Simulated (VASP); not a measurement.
# CoSi2 (Fm-3m) in VASP: equation of state

How stiff is CoSi2 in PBE, and what volume does it want? The cell is scaled to several volumes.

All numbers are computed with VASP 6.6.1; they aren't measurements. Logs are shortened: lines on timing, memory, paths and dates and some standing lists are left out, and cuts for length are marked.

### Step 1. The crystal as given

It takes space group Fm-3m (No. 225, cubic). The conventional cell has a = 5.356 Å, b = 5.356 Å, c = 5.356 Å, α = 90.00°, β = 90.00°, γ = 90.00°. Around Co (site symmetry m-3m) lie 8 Si at 2.32 Å. Around Si (site symmetry -43m) lie 4 Co at 2.32 Å.

### Step 2. Equation of state, PBE, collinear spin, ferromagnetic start, 12.04 Å³/atom (volume scaled by 0.94)

Contents of INCAR:

```
PREC     = Accurate       # precision mode
ENCUT    = 520            # plane-wave cutoff, eV
EDIFF    = 1E-7           # SCF threshold, eV
ISMEAR   = -1             # smearing method
SIGMA    = 0.05           # smearing width, eV
LREAL    = False          # projectors in reciprocal space
LASPH    = True           # aspherical terms in the spheres
NELM     = 150            # most SCF steps
ALGO     = Normal         # electronic algorithm
ISIF     = 2              # what is computed and relaxed
LWAVE    = False          # write WAVECAR
LCHARG   = False          # write CHGCAR
ISPIN    = 2              # spin polarisation
MAGMOM   = 2 0 0          # initial moments
LORBIT   = 11             # projections on sites
LMAXMIX  = 4              # l up to which the mixer works
GGA      = PE             # functional
NBANDS   = 20             # bands
```

Contents of KPOINTS:

```
Automatic mesh
0
Gamma
  9 9 9
```

Contents of POSCAR:

```
CoSi2
1.0
    0.0000000000      2.6233315991      2.6233315991
    2.6233315991      0.0000000000      2.6233315991
    2.6233315991      2.6233315991      0.0000000000
Co Si
1 2
Direct
    0.0000000000      0.0000000000      0.0000000000
    0.7500000000      0.7500000000      0.7500000000
    0.2500000000      0.2500000000      0.2500000000
```

Potentials or basis: VASP PAW PBE potentials, release 64 (Co, Si).

Started as:

```
$ cat potpaw_PBE.64/Co/POTCAR potpaw_PBE.64/Si/POTCAR > POTCAR
$ mpirun -np 1 vasp_std > vasp.out
```

OUTCAR:

```text
PREC = Accurate
   ENCUT = 520
   EDIFF = 1E-7
   ISMEAR = -1
   LREAL = False
   LASPH = True
   NELM = 150
   ISIF = 2
   ISPIN = 2
   LORBIT = 11
   GGA = PE

 Found     35 irreducible k-points:

 Following reciprocal coordinates:
            Coordinates               Weight
  0.000000  0.000000  0.000000      1.000000
  0.111111  0.000000  0.000000      8.000000
  0.222222  0.000000  0.000000      8.000000
  0.333333  0.000000  0.000000      8.000000
  0.444444  0.000000  0.000000      8.000000
  0.111111  0.111111  0.000000      6.000000
   k-points           NKPTS =     35   k-points in BZ     NKDIM =     35   number of bands    NBANDS=     20
   number of dos      NEDOS =    301   number of ions     NIONS =      3
   total plane-waves  NPLWV =  21952
   dimension x,y,z NGX =    28 NGY =   28 NGZ =   28
   dimension x,y,z NGXF=    56 NGYF=   56 NGZF=   56
   ions per type =               1   2
   NGX,Y,Z   is equivalent  to a cutoff of  12.55, 12.55, 12.55 a.u.
   NGXF,Y,Z  is equivalent  to a cutoff of  25.09, 25.09, 25.09 a.u.
 SYSTEM =  unknown system
   PREC   = accura    normal or accurate (medium, high low for compatibility)
   ISTART =      0    job   : 0-new  1-cont  2-samecut
   ICHARG =      2    charge: 1-file 2-atom 10-const
   ISPIN  =      2    spin polarized calculation?
   LNONCOLLINEAR =      F non collinear calculations
   LSORBIT =      F    spin-orbit coupling
   LASPH  =      T    aspherical Exc in radial PAW
   ENCUT  =  520.0 eV  38.22 Ry    6.18 a.u.   6.90  6.90  6.90*2*pi/ulx,y,z
   NELM   =    150;   NELMIN=  2; NELMDL= -5     # of ELM steps
   EDIFF  = 0.1E-06   stopping-criterion for ELM
   LREAL  =      F    real-space projection
   EDIFFG = 0.1E-05   stopping-criterion for IOM
   NSW    =      0    number of steps for IOM
   IBRION =     -1    ionic relax: 0-MD 1-quasi-New 2-CG
   NFREE  =      0    steps in history (QN), initial steepest desc. (CG)
   ISIF   =      2    stress and relaxation
   ISYM   =      2    0-nonsym 1-usesym 2-fastsym
   POTIM  = 0.5000    time-step for ionic-motion
   TEBEG  =    0.0;   TEEND  =   0.0 temperature during run
   PSTRESS=    0.0 pullay stress
   NELECT =      17.0000    total number of electrons
   NUPDOWN=      -1.0000    fix difference up-down
   EMIN   =  10.00;   EMAX   =-10.00  energy-range for DOS
   EFERMI =   0.00;   METHOD = LEGACY
   ISMEAR =    -1;   SIGMA  =   0.05  broadening in eV -4-tet -1-fermi 0-gaus
   EFERMI_NEDOS =   21; number of points for ismear=-14 and -15
   IALGO  =     38    algorithm
   IMIX   =      4    mixing-type and parameters
     AMIX     =   0.40;   BMIX     =  1.00
     AMIX_MAG =   1.60;   BMIX_MAG =  1.00
  volume/ion in A,a.u.               =      12.04        81.22
  Fermi-wavevector in a.u.,A,eV,Ry     =   1.273585  2.406727 22.068906  1.622019
  Thomas-Fermi vector in A             =   2.406400
   LORBIT       =     11    0 simple, 1 ext, 2 COOP (PROOUT), +10 PAW based schemes
   GGA     = PE    functional components
   LHFCALC =     F    Hartree Fock is set to
   AEXX    =    0.0000 exact exchange contribution
   IVDW    =     0    specifies the selected vdW correction
   LEPSILON=     F    determine dielectric tensor
   LRPA    =     F    only Hartree local field effects (RPA)
 spin polarized calculation
  energy-cutoff  :      520.00
  volume of cell :       36.11
 maximum number of plane-waves:       984
   NGX = 13   NGY = 13   NGZ = 13

 number of electron      17.0000006 magnetization      -0.0003906

 number of electron      17.0000006 magnetization       0.0000105

 Free energy of the ion-electron system (eV)
  ---------------------------------------------------
  ext. energy  EPLUGINS =         0.00000000
  ---------------------------------------------------
  free energy    TOTEN  =       -19.20318804 eV

  energy without entropy =      -19.19311623  energy(sigma->0) =      -19.19815214

 E-fermi :  10.9101     XC(G=0): -12.0336

 val. band max:       10.9027125001   @ k =  -0.2222   0.1111   0.0000
[... 65 lines left out ...]
      2       6.5880      1.00000
      3       6.5880      1.00000
      4       6.5880      1.00000
      5       8.8314      1.00000
      6       8.8314      1.00000
[... 12 lines left out ...]
     19      21.7547      0.00000
     20      27.1718      0.00000

 k-point     2 :       0.1111    0.0000    0.0000
  band No.  band energies     occupation
      1      -2.4674      1.00000
      2       6.1639      1.00000
      3       6.6573      1.00000
      4       6.6573      1.00000
      5       8.7742      1.00000
      6       8.7742      1.00000
[... 12 lines left out ...]
     19      22.6181      0.00000
     20      27.7504      0.00000

 k-point     3 :       0.2222    0.0000    0.0000
  band No.  band energies     occupation
      1      -1.8852      1.00000
      2       5.0554      1.00000
      3       6.8300      1.00000
      4       6.8300      1.00000
      5       8.6884      1.00000
      6       8.6884      1.00000
[... 12 lines left out ...]
     19      24.9028      0.00000
     20      29.0963      0.00000

 k-point     4 :       0.3333    0.0000    0.0000
  band No.  band energies     occupation
      1      -0.9406      1.00000
      2       3.5426      1.00000
      3       6.9995      1.00000
      4       6.9995      1.00000
      5       8.7672      1.00000
      6       8.7672      1.00000
[... 12 lines left out ...]
     19      26.7965      0.00000
     20      27.4072      0.00000

 k-point     5 :       0.4444    0.0000    0.0000
  band No.  band energies     occupation
      1       0.3029      1.00000
      2       1.9356      1.00000
      3       7.0737      1.00000
      4       7.0737      1.00000
      5       8.6950      1.00000
      6       9.0677      1.00000
[... 12 lines left out ...]
     19      24.8490      0.00000
     20      28.3487      0.00000

 k-point     6 :       0.1111    0.1111    0.0000
  band No.  band energies     occupation
      1      -2.4019      1.00000
      2       6.2080      1.00000
      3       6.6046      1.00000
      4       6.6046      1.00000
      5       8.5766      1.00000
      6       8.9021      1.00000
[... 12 lines left out ...]
     19      22.8915      0.00000
     20      27.9938      0.00000

 [... further k-points ...]

------------------------ aborting loop because EDIFF is reached ----------------------------------------

  FORCE on cell =-STRESS in cart. coord.  units (eV):
  Direction    XX          YY          ZZ          XY          YZ          ZX
  --------------------------------------------------------------------------------------
  -------------------------------------------------------------------------------------
  Total        2.9614610      2.9614610      2.9614610      0.0000000      0.0000000     -0.0000000
  in kB      131.4095818    131.4095818    131.4095818      0.0000000      0.0000000     -0.0000000
  external PRESSURE =     131.4095818 kB  Pullay stress =       0.0000000 kB

 VOLUME and BASIS-vectors are now :
 -----------------------------------------------------------------------------
  energy-cutoff  :      520.00
  volume of cell :       36.11
      direct lattice vectors                 reciprocal lattice vectors
     0.000000000  2.623331599  2.623331599    -0.190597331  0.190597331  0.190597331
     2.623331599  0.000000000  2.623331599     0.190597331 -0.190597331  0.190597331
     2.623331599  2.623331599  0.000000000     0.190597331  0.190597331 -0.190597331

 POSITION                                       TOTAL-FORCE (eV/Angst)
 -----------------------------------------------------------------------------------
      0.00000      0.00000      0.00000        -0.000000      0.000000      0.000000
      3.93500      3.93500      3.93500        -0.000000     -0.000000     -0.000000
      1.31167      1.31167      1.31167         0.000000      0.000000      0.000000
 -----------------------------------------------------------------------------------
    total drift:                               -0.000000     -0.000000      0.000000

  FREE ENERGIE OF THE ION-ELECTRON SYSTEM (eV)
  ---------------------------------------------------
  free  energy   TOTEN  =       -19.2031880428 eV

  energy  without entropy=      -19.1931162310  energy(sigma->0) =      -19.19815214

 total charge

# of ion       s       p       d       tot
------------------------------------------
    1        0.574   0.796   7.663   9.034
    2        0.717   0.915   0.000   1.632
    3        0.717   0.915   0.000   1.632
--------------------------------------------------
tot          2.008   2.627   7.663  12.298

 magnetization (x)

# of ion       s       p       d       tot
------------------------------------------
    1       -0.000  -0.000   0.000  -0.000
    2        0.000   0.000   0.000   0.000
    3        0.000   0.000   0.000   0.000
--------------------------------------------------
tot         -0.000  -0.000   0.000   0.000
```

Run time: 52 s. Hardware: 1 thread of Intel Xeon Platinum 8488C (Sapphire Rapids), shared host; peak memory 0.19 GiB.

What came out:

```yaml
Free_energy: -19.2032 eV
Pressure: 13.1 GPa
Band_gap_on_the_k_mesh: none (metal or under the smearing width)
Net_moment: 0.00 μB per cell
Valence_electrons_inside_the_program's_atomic_spheres: Co 9.03; Si 1.63
```

Caveat: the starting moments collapsed, and a magnetic state may lie lower.

### Step 3. Equation of state, PBE, collinear spin, ferromagnetic start, 12.29 Å³/atom (volume scaled by 0.96)

Contents of INCAR:

```
SYSTEM = CoSi2
PREC = Accurate ; ENCUT = 520
EDIFF = 1E-7 ; ISMEAR = -1
SIGMA = 0.05 ; LREAL = .FALSE.
LASPH = .TRUE. ; NELM = 100
ALGO = Normal ; ISIF = 2
LWAVE = .FALSE. ; LCHARG = .FALSE.
ISPIN = 2 ; MAGMOM = 2 0 0
LORBIT = 11 ; LMAXMIX = 4
GGA = PE ; NBANDS = 20
```

Contents of KPOINTS:

```
Automatic mesh
0
G
  9 9 9
  0 0 0
```

Contents of POSCAR:

```
CoSi2
1.0
    0.0000000000      2.6418063740      2.6418063740
    2.6418063740      0.0000000000      2.6418063740
    2.6418063740      2.6418063740      0.0000000000
Co Si
1 2
Direct
    0.0000000000      0.0000000000      0.0000000000
    0.7500000000      0.7500000000      0.7500000000
    0.2500000000      0.2500000000      0.2500000000
```

Potentials or basis: VASP PAW PBE potentials, release 64 (Co, Si).

Started as:

```
$ cat potpaw_PBE.64/Co/POTCAR potpaw_PBE.64/Si/POTCAR > POTCAR
$ mpirun -np 1 vasp_std > vasp.out
```

Run time: 59 s. Hardware: 1 thread of Intel Xeon Platinum 8488C (Sapphire Rapids), shared host; peak memory 0.19 GiB.

Results (log left out):

- Free energy: -19.2546 eV
- Pressure: 8.4 GPa
- Band gap on the k mesh: none (metal or under the smearing width)
- Net moment: 0.00 μB per cell
- Valence electrons inside the program's atomic spheres: Co 8.97; Si 1.62

Caveat: the starting moments collapsed, and a magnetic state may lie lower.

### Step 4. Equation of state, PBE, collinear spin, ferromagnetic start, 12.55 Å³/atom (volume scaled by 0.98)

Contents of INCAR:

```
ALGO     = Normal         # electronic algorithm
EDIFF    = 1E-7           # SCF threshold, eV
ENCUT    = 520            # plane-wave cutoff, eV
GGA      = PE             # functional
ISIF     = 2              # what is computed and relaxed
ISMEAR   = -1             # smearing method
ISPIN    = 2              # spin polarisation
LASPH    = T              # aspherical terms in the spheres
LCHARG   = F              # write CHGCAR
LMAXMIX  = 4              # l up to which the mixer works
LORBIT   = 11             # projections on sites
LREAL    = F              # projectors in reciprocal space
LWAVE    = F              # write WAVECAR
MAGMOM   = 2 0 0          # initial moments
NBANDS   = 20             # bands
NELM     = 150            # most SCF steps
PREC     = Accurate       # precision mode
SIGMA    = 0.05           # smearing width, eV
```

Contents of KPOINTS:

```
k-points
0
Gamma
  9 9 9
```

Contents of POSCAR:

```
CoSi2
1.0
    0.0000000000      2.6600263041      2.6600263041
    2.6600263041      0.0000000000      2.6600263041
    2.6600263041      2.6600263041      0.0000000000
Co Si
1 2
Direct
    0.0000000000      0.0000000000      0.0000000000
    0.7500000000      0.7500000000      0.7500000000
    0.2500000000      0.2500000000      0.2500000000
```

Started as:

```
$ cat potpaw_PBE.64/Co/POTCAR potpaw_PBE.64/Si/POTCAR > POTCAR
$ mpirun -np 1 vasp_std > vasp.out
```

Run time: 64 s. Hardware: 1 thread of Intel Xeon Platinum 8488C (Sapphire Rapids), shared host; peak memory 0.19 GiB.

It converged, with:

```
Free energy                                           : -19.2845 eV
Pressure                                              : 4.1 GPa
Band gap on the k mesh                                : none (metal or under the smearing width)
Net moment                                            : 0.00 μB per cell
Valence electrons inside the program's atomic spheres : Co 8.91; Si 1.60
```

Caveat: the starting moments collapsed, and a magnetic state may lie lower.

### Step 5. Equation of state, PBE, collinear spin, ferromagnetic start, 13.06 Å³/atom (volume scaled by 1.02)

Contents of INCAR:

```
SYSTEM = CoSi2
PREC = Accurate
ENCUT = 520
EDIFF = 1E-7
ISMEAR = -1
SIGMA = 0.05
LREAL = .False.
LASPH = .True.
NELM = 120
ALGO = Normal
ISIF = 2
LWAVE = .False.
LCHARG = .False.
ISPIN = 2
MAGMOM = 2 0 0
LORBIT = 11
LMAXMIX = 4
GGA = PE
NBANDS = 20
```

Contents of KPOINTS:

```
regular mesh
0
Gamma
  9 9 9
  0 0 0
```

Contents of POSCAR:

```
CoSi2
1.0
    0.0000000000      2.6957356162      2.6957356162
    2.6957356162      0.0000000000      2.6957356162
    2.6957356162      2.6957356162      0.0000000000
Co Si
1 2
Direct
    0.0000000000      0.0000000000      0.0000000000
    0.7500000000      0.7500000000      0.7500000000
    0.2500000000      0.2500000000      0.2500000000
```

Started as:

```
$ cat potpaw_PBE.64/Co/POTCAR potpaw_PBE.64/Si/POTCAR > POTCAR
$ mpirun -np 1 vasp_std > vasp.out
```

Run time: 66 s. Hardware: 1 thread of Intel Xeon Platinum 8488C (Sapphire Rapids), shared host; peak memory 0.19 GiB.

Results (log left out):

| Property | Result |
| --- | --- |
| Free energy | -19.2883 eV |
| Pressure | -3.1 GPa |
| Band gap on the k mesh | none (metal or under the smearing width) |
| Net moment | 0.00 μB per cell |
| Valence electrons inside the program's atomic spheres | Co 8.80; Si 1.58 |

Caveat: the starting moments collapsed, and a magnetic state may lie lower.

### Step 6. Equation of state, PBE, collinear spin, ferromagnetic start, 13.32 Å³/atom (volume scaled by 1.04)

Contents of INCAR:

```
PREC = Accurate
ENCUT = 520
EDIFF = 1E-7
ISMEAR = -1
SIGMA = 0.05
LREAL = F
LASPH = T
NELM = 150
ALGO = Normal
ISIF = 2
LWAVE = F
LCHARG = F
ISPIN = 2
MAGMOM = 2 0 0
LORBIT = 11
LMAXMIX = 4
GGA = PE
NBANDS = 20
```

Contents of KPOINTS:

```
Automatic mesh
0
Gamma
  9 9 9
```

Contents of POSCAR:

```
CoSi2
1.0
    0.0000000000      2.7132408834      2.7132408834
    2.7132408834      0.0000000000      2.7132408834
    2.7132408834      2.7132408834      0.0000000000
Co Si
1 2
Direct
    0.0000000000      0.0000000000      0.0000000000
    0.7500000000      0.7500000000      0.7500000000
    0.2500000000      0.2500000000      0.2500000000
```

Potentials or basis: VASP PAW PBE potentials, release 64 (Co, Si).

Started as:

```
$ cat potpaw_PBE.64/Co/POTCAR potpaw_PBE.64/Si/POTCAR > POTCAR
$ mpirun -np 1 vasp_std > vasp.out
```

It took 80 s on 1 thread of Intel Xeon Platinum 8488C (Sapphire Rapids), shared host; peak memory 0.2 GiB.

It converged, with:

```yaml
Free_energy: -19.2661 eV
Pressure: -6.1 GPa
Band_gap_on_the_k_mesh: none (metal or under the smearing width)
Net_moment: 0.00 μB per cell
Valence_electrons_inside_the_program's_atomic_spheres: Co 8.75; Si 1.57
```

Caveat: the starting moments collapsed, and a magnetic state may lie lower.

### Step 7. Equation of state, PBE, collinear spin, ferromagnetic start, 13.57 Å³/atom (volume scaled by 1.06)

Contents of INCAR:

```
ALGO     = Normal         # electronic algorithm
EDIFF    = 1E-7           # SCF threshold, eV
ENCUT    = 520            # plane-wave cutoff, eV
GGA      = PE             # functional
ISIF     = 2              # what is computed and relaxed
ISMEAR   = -1             # smearing method
ISPIN    = 2              # spin polarisation
LASPH    = True           # aspherical terms in the spheres
LCHARG   = False          # write CHGCAR
LMAXMIX  = 4              # l up to which the mixer works
LORBIT   = 11             # projections on sites
LREAL    = False          # projectors in reciprocal space
LWAVE    = False          # write WAVECAR
MAGMOM   = 2 0 0          # initial moments
NBANDS   = 20             # bands
NELM     = 120            # most SCF steps
PREC     = Accurate       # precision mode
SIGMA    = 0.05           # smearing width, eV
```

Contents of KPOINTS:

```
k-points
0
Gamma
  9 9 9
```

Contents of POSCAR:

```
CoSi2
1.0
    0.0000000000      2.7305231384      2.7305231384
    2.7305231384      0.0000000000      2.7305231384
    2.7305231384      2.7305231384      0.0000000000
Co Si
1 2
Direct
    0.0000000000      0.0000000000      0.0000000000
    0.7500000000      0.7500000000      0.7500000000
    0.2500000000      0.2500000000      0.2500000000
```

Started as:

```
$ cat potpaw_PBE.64/Co/POTCAR potpaw_PBE.64/Si/POTCAR > POTCAR
$ mpirun -np 1 vasp_std > vasp.out
```

Wall time 79 s (1 thread of Intel Xeon Platinum 8488C (Sapphire Rapids), shared host); peak memory 0.2 GiB.

It converged, with:

| Property | Result |
| --- | --- |
| Free energy | -19.2301 eV |
| Pressure | -8.8 GPa |
| Band gap on the k mesh | none (metal or under the smearing width) |
| Net moment | 0.00 μB per cell |
| Valence electrons inside the program's atomic spheres | Co 8.70; Si 1.56 |

Caveat: the starting moments collapsed, and a magnetic state may lie lower.

### Step 8. Equation of state, PBE, collinear spin, ferromagnetic start

Potentials or basis: VASP PAW PBE potentials, release 64 (Co, Si).

No new run: the results of the series are fitted here.

What came out:

| Item | Value |
| --- | --- |
| Equilibrium volume | 12.83 Å³/atom |
| Bulk modulus | 178 GPa |
| Pressure derivative of the bulk modulus | 4.6 |

Energy against volume, from the lowest point:
```csv
volume (Å³/atom),energy (meV/atom)
12.036,30.61
12.292,13.46
12.548,3.51
12.804,0.00
13.060,2.25
13.316,9.64
13.572,21.62
```
